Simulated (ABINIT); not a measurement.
Crystal: GaP.

```xyz
2
Lattice="0.0000 2.7252 2.7252 2.7252 0.0000 2.7252 2.7252 2.7252 0.0000" Properties=species:S:1:pos:R:3 pbc="T T T"
Ga    0.0000    0.0000    0.0000
P     4.0879    4.0879    4.0879
```

Base run:

- Program: ABINIT 10.8.3 (patched build)
- Functional: HSE06
- Potentials or basis: SPMS NC PBE v1.0
- Cutoff: 816 eV
- k mesh: 6 × 6 × 6
- Occupations: fixed
- Spin: no spin polarisation

Its results: band gap on the k mesh 2.32 eV, indirect (least direct gap 2.59 eV).

Problem. The run is repeated on the same cell with these changes: functional from HSE06 to PBE. What comes out?

Solution. Band gap on the k mesh 1.65 eV, indirect (least direct gap 1.82 eV).

HSE06 gives the wider gap, since exact exchange removes part of the self-interaction.

Caveats: Libxc's HSE differs a little from that of other programs (some runs).

A k mesh can miss the band edges.
